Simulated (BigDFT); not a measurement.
# KCl (Pm-3m) in BigDFT: notebook

Aim: see how the results for KCl move with the level of theory and the settings. Levels: revPBE, LDA-PW92, PBE. Tasks: single point.

Everything below comes from runs of BigDFT 1.9.6. Logs are shortened: lines on timing, memory, paths and dates and some standing lists are left out, and cuts for length are marked.

## 1. The structure

It takes space group Pm-3m (No. 221, cubic). Conventional cell: a = 3.839 Å, b = 3.839 Å, c = 3.839 Å, α = 90.00°, β = 90.00°, γ = 90.00°. K (site symmetry m-3m) is surrounded by 8 Cl at 3.32 Å. Cl (site symmetry m-3m) is surrounded by 8 K at 3.32 Å.

Measurements of this composition are mostly on another form, of space group No. 225.

## 2. Single point, revPBE

The input, input.yaml:

```yaml
dft:
  hgrids: 0.43
  rmult: [10.0, 8.0]
  ixc: -102130
  gnrm_cv: 3.e-05
  ncong: 2
  idsx: 6
  itermax: 80
  nrepmax: 2
  norbv: 5
  nvirt: 2
  itermax_virt: 30
  gnrm_cv_virt: 0.001
kpt:
  method: mpgrid
  ngkpt: [5, 5, 5]
ig_occupation:
  Cl: {3p: 5.0, 3s: 2.0}
  K: {3d: 0.0, 3p: 6.0, 3s: 2.0, 4p: 0.0, 4s: 1.0}
posinp:
  units: angstroem
  cell: [3.839196, 3.839196, 3.839196]
  positions:
  - {K: [0.0, 0.0, 0.0]}
  - {Cl: [1.919598, 1.919598, 1.919598]}
```

Potentials or basis: GTH-PBE (Cl q7, K q9).

Command:

```console
> OMP_NUM_THREADS=1 bigdft  # reads input.yaml, psppar.Cl, psppar.K
```

What it wrote:

```text
Version Number                        : 1.9.5-dirty
[... echo of the input with its defaults ...]
  #--------------------------------------------------------------------------------------- |
  #-------------------------------------------------- Input Atomic System (file: input.yaml)
 Atomic System Properties:
   Number of atomic types              :  2
   Number of atoms                     :  2
   Types of atoms                      :  [ K, Cl ]
   Boundary Conditions                 : Periodic #Code: P
   Box Sizes (AU)                      :  [  7.25503E+00,  7.25503E+00,  7.25503E+00 ]
   Number of Symmetries                :  48
   Space group                         : P m -3 m
  #-------------------------------------------------- Geometry optimization Input Parameters
 Geometry Optimization Parameters:
[... 6 lines left out ...]
  #------------------- K points description (Reduced and Brillouin zone coordinates, Weight)
 K points:
 -  {Rc:  [  0.0000,  0.0000,  0.0000 ], Bz:  [  0.0000,  0.0000,  0.0000 ], Wgt:  0.0080} # 0001
 -  {Rc:  [  0.2000,  0.0000,  0.0000 ], Bz:  [  0.1732,  0.0000,  0.0000 ], Wgt:  0.0480} # 0002
 -  {Rc:  [  0.4000,  0.0000,  0.0000 ], Bz:  [  0.3464,  0.0000,  0.0000 ], Wgt:  0.0480} # 0003
 -  {Rc:  [  0.2000,  0.2000,  0.0000 ], Bz:  [  0.1732,  0.1732,  0.0000 ], Wgt:  0.0960} # 0004
 -  {Rc:  [  0.4000,  0.2000,  0.0000 ], Bz:  [  0.3464,  0.1732,  0.0000 ], Wgt:  0.1920} # 0005
 -  {Rc:  [  0.4000,  0.4000,  0.0000 ], Bz:  [  0.3464,  0.3464,  0.0000 ], Wgt:  0.0960} # 0006
 -  {Rc:  [  0.2000,  0.2000,  0.2000 ], Bz:  [  0.1732,  0.1732,  0.1732 ], Wgt:  0.0640} # 0007
 -  {Rc:  [  0.4000,  0.2000,  0.2000 ], Bz:  [  0.3464,  0.1732,  0.1732 ], Wgt:  0.1920} # 0008
 -  {Rc:  [  0.4000,  0.4000,  0.2000 ], Bz:  [  0.3464,  0.3464,  0.1732 ], Wgt:  0.1920} # 0009
 -  {Rc:  [  0.4000,  0.4000,  0.4000 ], Bz:  [  0.3464,  0.3464,  0.3464 ], Wgt:  0.0640} # 0010
  #------------------------------------------------------------------------ Input parameters
 DFT parameters:
   eXchange Correlation:
     XC ID                             :  &ixc -102130

     Exchange-Correlation reference:
       "XC= Revised PBE from Zhang & Yang+ Perdew, Burke & Ernzerhof"
     XC functional implementation      : libXC
     Spin polarization                 :  No
 Basis set definition:
   Suggested Grid Spacings (a0)        :  [  0.43,  0.43,  0.43 ]
   Coarse and Fine Radii Multipliers   :  [  10.0,  8.0 ]
 Self-Consistent Cycle Parameters:
   Wavefunction:
     Gradient Norm Threshold           :  &gnrm_cv  3.0E-05
     CG Steps for Preconditioner       :  2
     DIIS History length               :  6
     Max. Wfn Iterations               :  &itermax  80
     Max. Subspace Diagonalizations    :  2
     Input wavefunction policy         : INPUT_PSI_LCAO # 0
     Output wavefunction policy        : NONE # 0
     Output grid policy                : NONE # 0
     Virtual orbitals                  :  2
     Number of plotted density orbitals:  0
   Density/Potential:
     Max. Iterations                   :  1
  #----------------------------------------------------------------------- System Properties
 Properties of atoms in the system:
 - Symbol                              : K #Type No.  01
   No. of Electrons                    :  9
   No. of Atoms                        :  1
   Radii of active regions (AU):
     Coarse                            :  2.37269
     Fine                              :  0.30532
     Coarse PSP                        :  0.59341
     Source                            : Hard-Coded
   Grid Spacing threshold (AU)         :  0.76
   Pseudopotential type                : HGH-K
   No. of projectors                   :  8
   PSP XC                              : "XC= Perdew, Burke & Ernzerhof"
    #WARNING: PSP generated with a different XC. Input XC is "XC= Revised PBE from Zhang &
    #Yang+ Perdew, Burke & Ernzerhof"
 - Symbol                              : Cl #Type No.  02
   No. of Electrons                    :  7
   No. of Atoms                        :  1
   Radii of active regions (AU):
     Coarse                            :  1.24926
     Fine                              :  0.33954
     Coarse PSP                        :  0.70964
     Source                            : Hard-Coded
   Grid Spacing threshold (AU)         :  0.85
   Pseudopotential type                : HGH-K
   No. of projectors                   :  5
   PSP XC                              : "XC= Perdew, Burke & Ernzerhof"
    #WARNING: PSP generated with a different XC. Input XC is "XC= Revised PBE from Zhang &
    #Yang+ Perdew, Burke & Ernzerhof"
  #----------------------------------------------- Atom Positions (specified and grid units)
 Atomic structure:
   units                               : angstroem
   cell: [ 3.839195999999999,  3.839195999999999,  3.839195999999999]
   positions:
   - K: [ 0.000000000,  0.000000000,  0.000000000] # [  0.00,  0.00,  0.00 ] 0001
   - Cl: [ 1.919598000,  1.919598000,  1.919598000] # [  9.00,  9.00,  9.00 ] 0002
   Rigid Shift Applied (AU)            :  [ -0.0000, -0.0000, -0.0000 ]
  #------------------------------------------------------------------------- Grid properties
 Box Grid spacings                     :  [  0.4031,  0.4031,  0.4031 ]
 Sizes of the simulation domain:
   AU                                  :  [  7.2550,  7.2550,  7.2550 ]
   Angstroem                           :  [  3.8392,  3.8392,  3.8392 ]
   Grid Spacing Units                  :  [  17,  17,  17 ]
   High resolution region boundaries (GU):
[... 152 lines left out ...]
       -  { #--------------------------------------------------------------------- iter: 12
 Total electronic charge:  15.999999988868,
 Energies: {Ekin:  1.62078297358E+01, Epot: -2.95497293595E+01, Enl:  8.81569858847E+00,
              EH:  8.76762860542E+00,  EXC: -7.37711183091E+00, EvXC: -9.52506981640E+00},
 iter:  12, EKS: -4.34113560327172436E+01, gnrm:  3.47E-05, D: -3.30E-08,
 DIIS weights: [-4.73E-03,  1.89E-02,  2.25E-02, -8.56E-02,  1.57E-01,  8.92E-01,
                -2.08E-13],           Orthogonalization Method:  0}
       -  { #--------------------------------------------------------------------- iter: 13
 Total electronic charge:  15.999999988868,
 Energies: {Ekin:  1.62078446486E+01, Epot: -2.95497572748E+01, Enl:  8.81572622715E+00,
              EH:  8.76764412519E+00,  EXC: -7.37711466022E+00, EvXC: -9.52507352518E+00},
 iter:  13, EKS: -4.34113560368369775E+01, gnrm:  1.84E-05, D: -4.12E-09,
 DIIS weights: [ 3.06E-03,  1.04E-02,  3.17E-02, -1.26E-01,  3.43E-01,  7.38E-01,
                -3.92E-14],           Orthogonalization Method:  0}
       -  &FINAL001  { #---------------------------------------------------------- iter: 14
 Total electronic charge:  15.999999988869,
 iter:  14, EKS: -4.34113560379850938E+01, gnrm:  1.84E-05, D: -1.15E-09,  #FINAL
 Energies: {Ekin:  1.62078413203E+01, Epot: -2.95497608835E+01, Enl:  8.81573140389E+00,
              EH:  8.76764204541E+00,  EXC: -7.37711317674E+00, EvXC: -9.52507172104E+00,
            Eion: -3.22654843776E+01},
 }
       Non-Hermiticity of Hamiltonian in the Subspace:  7.30E-31
        #Eigenvalues and New Occupation Numbers
       Orbitals: [
  # Kpt #0001 BZ coord. =     0.000000    0.000000    0.000000
 {e: -9.739404404281E-01, f:  2.0000, k:  1},  # 00001
 {e: -3.844551998109E-01, f:  2.0000, k:  1},  # 00002
 {e: -3.503095438431E-01, f:  2.0000, k:  1},  # 00003
 {e: -3.503095438431E-01, f:  2.0000, k:  1},  # 00004
 {e: -3.503095302286E-01, f:  2.0000, k:  1},  # 00005
 {e:  6.986854685022E-02, f:  2.0000, k:  1},  # 00006
 {e:  6.986854794346E-02, f:  2.0000, k:  1},  # 00007
 {e:  6.986854794346E-02, f:  2.0000, k:  1},  # 00008
  # Kpt #0002 BZ coord. =     0.173209    0.000000    0.000000
 {e: -9.737192847202E-01, f:  2.0000, k:  2},  # 00001
 {e: -3.872423495570E-01, f:  2.0000, k:  2},  # 00002
 {e: -3.499510625649E-01, f:  2.0000, k:  2},  # 00003
 {e: -3.499510533603E-01, f:  2.0000, k:  2},  # 00004
 {e: -3.478629401815E-01, f:  2.0000, k:  2},  # 00005
 {e:  4.753998292912E-02, f:  2.0000, k:  2},  # 00006
 {e:  6.980202657310E-02, f:  2.0000, k:  2},  # 00007
[... 57 lines left out ...]
 {e: -3.770541478116E-01, f:  2.0000, k:  9},  # 00002
 {e: -3.566016625665E-01, f:  2.0000, k:  9},  # 00003
 {e: -3.536512680512E-01, f:  2.0000, k:  9},  # 00004
 {e: -3.512721401209E-01, f:  2.0000, k:  9},  # 00005
 {e:  3.436255400557E-02, f:  2.0000, k:  9},  # 00006
 {e:  3.588853071173E-02, f:  2.0000, k:  9},  # 00007
 {e:  5.826921154180E-02, f:  2.0000, k:  9},  # 00008
  # Kpt #0010 BZ coord. =     0.346418    0.346418    0.346418
 {e: -9.722937039679E-01, f:  2.0000, k:  10},  # 00001
 {e: -3.723221560488E-01, f:  2.0000, k:  10},  # 00002
 {e: -3.556489323982E-01, f:  2.0000, k:  10},  # 00003
 {e: -3.556489323982E-01, f:  2.0000, k:  10},  # 00004
 {e: -3.550492653714E-01, f:  2.0000, k:  10},  # 00005
 {e:  3.389752924815E-02, f:  2.0000, k:  10},  # 00006
 {e:  3.389752924815E-02, f:  2.0000, k:  10},  # 00007
 {e:  3.577533649172E-02, f:  2.0000, k:  10}] # 00008
 Last Iteration                        : *FINAL001
  #---------------------------------------------------------------------- Forces Calculation
 Total electronic charge               :  15.999999988869
 Poisson Solver:
   BC                                  : Periodic
   Box                                 :  [  36,  36,  36 ]
[... multipoles left out: they have no meaning along periodic directions ...]
 Calculate local forces                :  Yes
 Calculate Non Local forces            :  Yes
 Stress Tensor calculated              :  Yes
 Stress Tensor:
   Total stress tensor matrix (Ha/Bohr^3):
   -  [ -4.458724994213E-05,  0.00000000000, -4.207262624629E-30 ]
   -  [  0.00000000000, -4.458724994214E-05,  0.00000000000 ]
   -  [ -4.207262624629E-30,  0.00000000000, -4.458724994218E-05 ]
   Pressure:
     Ha/Bohr^3                         : -4.45872499421490E-05
     GPa                               : -1.31180
     PV (Ha)                           : -1.70266081422896E-02
  #---------------------------------- Iterative subspace diagonalization of virtual orbitals
 Generation of input wavefunction data for atom: K
 Electronic configuration: {
 s: [ 2.00],
 p: [ 2.00,  2.00,  2.00],
 d: [ 0.00,  0.00,  0.00,  0.00,  0.00],
 s: [ 1.00],
 p: [ 0.00,  0.00,  0.00]}
 Generation of input wavefunction data for atom: Cl
 Electronic configuration: {
 s: [ 2.00],
 p: [ 5/3,  5/3,  5/3]}
 Wavelet conversion succeeded          :  Yes
 Deviation from normalization          :  1.29E+00
[... start values and all but the last Davidson step ...]
 Gradient Norm: {Value:  9.56132E-03, Exit criterion:  1.00E-03}
 Eigenvalues and eigenstate residue:
 -  [  2.6354E-01,  1.1843E-03 ] # 0001
 -  [  3.24640972622E-01,  1.726799315807E-04 ] # 0002
 -  [  3.2683E-01,  4.8144E-02 ] # 0003
 -  [  4.676341725414E-01,  3.402144170871E-04 ] # 0004
 -  [  4.676342255489E-01,  4.124365665610E-04 ] # 0005
  #WARNING: No convergence within the allowed number of minimization steps
 Complete list of energy eigenvalues:
    #Kpt #0001  BZ coord. =  [  0.000000,  0.000000,  0.000000 ]
 - e_occ                               : -9.73940440428146E-01 # 0001
 - e_occ                               : -3.84455199810861E-01 # 0002
 - e_occ                               : -3.50309543843150E-01 # 0003
 - e_occ                               : -3.50309543843150E-01 # 0004
 - e_occ                               : -3.50309530228574E-01 # 0005
 - e_occ                               :  6.98685468502242E-02 # 0006
 - e_occ                               :  6.98685479434555E-02 # 0007
 - e_occ                               :  6.98685479434560E-02 # 0008
 - HOMO LUMO gap (AU, eV)              :  [  1.93670236388408E-01,  5.27003537508948E+00 ]
 - e_vrt                               :  2.63538784331864E-01 # 0001
 - e_vrt                               :  3.24640972621977E-01 # 0002
 - e_vrt                               :  3.26826574968488E-01 # 0003
 - e_vrt                               :  4.67634172541386E-01 # 0004
 - e_vrt                               :  4.67634225548869E-01 # 0005
    #Kpt #0002  BZ coord. =  [  0.173209,  0.000000,  0.000000 ]
 - e_occ                               : -9.73719284720214E-01 # 0001
[... 118 lines left out ...]
    #Kpt #0010  BZ coord. =  [  0.346418,  0.346418,  0.346418 ]
 - e_occ                               : -9.72293703967915E-01 # 0001
 - e_occ                               : -3.72322156048768E-01 # 0002
 - e_occ                               : -3.55648932398197E-01 # 0003
 - e_occ                               : -3.55648932398197E-01 # 0004
 - e_occ                               : -3.55049265371377E-01 # 0005
 - e_occ                               :  3.38975292481484E-02 # 0006
 - e_occ                               :  3.38975292481485E-02 # 0007
 - e_occ                               :  3.57753364917172E-02 # 0008
 - HOMO LUMO gap (AU, eV)              :  [  3.49073665821419E-01,  9.49877793148166E+00 ]
 - e_vrt                               :  3.84849002313136E-01 # 0001
 - e_vrt                               :  4.01434256319969E-01 # 0002
 - e_vrt                               :  4.05905324023573E-01 # 0003
 - e_vrt                               :  4.36110261717608E-01 # 0004
 - e_vrt                               :  4.44428729781180E-01 # 0005
  #-------------------------------- Warnings obtained during the run, check their relevance!
 WARNINGS:
 - PSP generated with a different XC. Input XC is "XC= Revised PBE from Zhang & Yang+
   Perdew, Burke & Ernzerhof"
 - A bigger number of virtual orbitals may be needed for better convergence
 - No convergence within the allowed number of minimization steps
 BigDFT infocode                       :  0
 Average noise forces: {x: -2.96305993E-06, y: -2.92343840E-06, z: -2.90619711E-06,
                    total:  5.07663253E-06}
 Clean forces norm (Ha/Bohr): {maxval:  8.096726280804E-06, fnrm2:  6.639862402742E-11}
  #-------------------------------------------------------------------- Atomic Forces (Ha/Bohr)
 Atomic Forces (Ha/Bohr):
 -  {K: [ 0.000000000000E+00,  0.000000000000E+00,  0.000000000000E+00]} # 0001
 -  {Cl: [ 0.000000000000E+00,  0.000000000000E+00,  0.000000000000E+00]} # 0002
 Energy (Hartree)                      : -4.34113560379850938E+01
 Force Norm (Hartree/Bohr)             :  0.00000000000000000E+00
```

Wall time 1.7 min (1 thread of Intel Xeon 6975P-C (Granite Rapids), shared host); peak memory 0.42 GiB.

What came out:

```yaml
Free_energy: -1181.2832 eV
Pressure: 1.3 GPa
Band_gap_on_the_k_mesh: 5.11 eV
```

Caveat: Davidson's empty levels didn't converge: the lowest is mostly good, higher ones can be missed; the potentials were made for another functional, which shifts forces and pressure; the log prints the pressure with the opposite sign; an odd mesh through Γ misses points on the zone boundary, where band edges often lie. revPBE gaps usually lie below the measured ones, often by a third to a half.

## 3. Single point, LDA-PW92, collinear spin, zero start (atoms moved at random, drawn with an rms of 0.05 Å)

The input, input.yaml:

```yaml
dft:
  hgrids: [0.5183, 0.5183, 0.5183]
  rmult: [10.0, 8.0]
  ixc: -1012
  gnrm_cv: 3.e-05
  ncong: 2
  idsx: 6
  nspin: 2
  mpol: 0
  itermax: 80
  nrepmax: 2
  norbv: 5
  nvirt: 2
  itermax_virt: 30
  gnrm_cv_virt: 0.001
kpt:
  method: mpgrid
  ngkpt: [3, 3, 3]
ig_occupation:
  Atom 1: {3d: {up: 0.0, down: 0.0}, 3p: {up: 3.0, down: 3.0}, 3s: {up: 1.0, down: 1.0}, 4p: {up: 0.0, down: 0.0}, 4s: {up: 0.5, down: 0.5}}
  Atom 2: {3p: {up: 2.5, down: 2.5}, 3s: {up: 1.0, down: 1.0}}
```

The input, posinp.yaml:

```yaml
units: angstroem
cell: [3.839196, 3.839196, 3.839196]
positions:
- {K: [0.0572808043, 3.813653829, 3.802197668]}
- {Cl: [1.907220432, 1.904248894, 1.902390723]}
```

Potentials or basis: GTH-PADE (Cl q7, K q9).

Command:

```console
> OMP_NUM_THREADS=1 bigdft  # reads input.yaml, posinp.yaml, psppar.Cl, psppar.K
```

Wall time 2.3 min (1 thread of Intel Xeon 6975P-C (Granite Rapids), shared host); peak memory 0.53 GiB.

The run converged. Its results:

| Quantity | Value |
| --- | --- |
| Free energy | -1180.2927 eV |
| Pressure | -3.3 GPa |
| Largest force | 0.035 eV/Å |

Forces on the atoms (eV/Å):
```
K   -0.020  0.017  0.024
Cl   0.021 -0.003 -0.006
```

Caveat: the k mesh is coarse (spacing up to 0.55 Å⁻¹), so the values aren't converged; Davidson's empty levels didn't converge: the lowest is mostly good, higher ones can be missed; the log prints the pressure with the opposite sign; the total moment is fixed, so each spin has its own Fermi level.

## 4. Single point, PBE (volume scaled by 1.25)

The input, input.yaml:

```yaml
dft:
  hgrids: 0.43
  rmult: [10.0, 8.0]
  ixc: PBE
  gnrm_cv: 3.e-05
  ncong: 2
  idsx: 6
  itermax: 80
  nrepmax: 2
kpt:
  method: mpgrid
  ngkpt: [6, 6, 6]
ig_occupation:
  Cl: {3p: 5.0, 3s: 2.0}
  K: {3d: 0.0, 3p: 6.0, 3s: 2.0, 4p: 0.0, 4s: 1.0}
posinp:
  units: atomic
  cell: [7.815243054, 7.815243054, 7.815243054]
  positions:
  - {K: [0.0, 0.0, 0.0]}
  - {Cl: [3.907621527, 3.907621527, 3.907621527]}
```

Potentials or basis: GTH-BLYP (Cl q7, K q9).

Command:

```console
> OMP_NUM_THREADS=1 bigdft  # reads input.yaml, psppar.Cl, psppar.K
```

Run time: 1.7 min. Hardware: 1 thread of Intel Xeon 6975P-C (Granite Rapids), shared host; peak memory 0.94 GiB.

Results (log left out):

- Free energy: -1179.6043 eV
- Pressure: -2.5 GPa

Caveat: the potentials were made for another functional, which shifts forces and pressure; the log prints the pressure with the opposite sign.

## 5. The runs side by side

```tsv
level	potentials or basis	spin	fixed moment (μB)	cell	k mesh	empty orbitals to converge (nvirt)	grid spacing	other keys	mesh quality	pressure (GPa)
revPBE	GTH-PBE (Cl q7, K q9)	off	-	as given	5 × 5 × 5	2	0.43 bohr	-	not flagged	1.3
LDA-PW92	GTH-PADE (Cl q7, K q9)	collinear, zero start	0	atoms moved at random, drawn with an rms of 0.05 Å	3 × 3 × 3	2	0.5183 bohr	several, not listed	coarse	-3.3
PBE	GTH-BLYP (Cl q7, K q9)	off	-	volume scaled by 1.25	6 × 6 × 6	-	0.43 bohr	-	not flagged	-2.5
```

Alike in all rows: task single point; smearing fixed.

Caveats: some runs use coarse meshes; Davidson's empty levels didn't converge: the lowest is mostly good, higher ones can be missed (some runs); the potentials were made for another functional, which shifts forces and pressure (some runs); an odd mesh through Γ misses points on the zone boundary, where band edges often lie (some runs); the total moment is fixed, so each spin has its own Fermi level (some runs).

Total energies depend on the potentials used, so only differences within one code and one set of settings carry meaning.
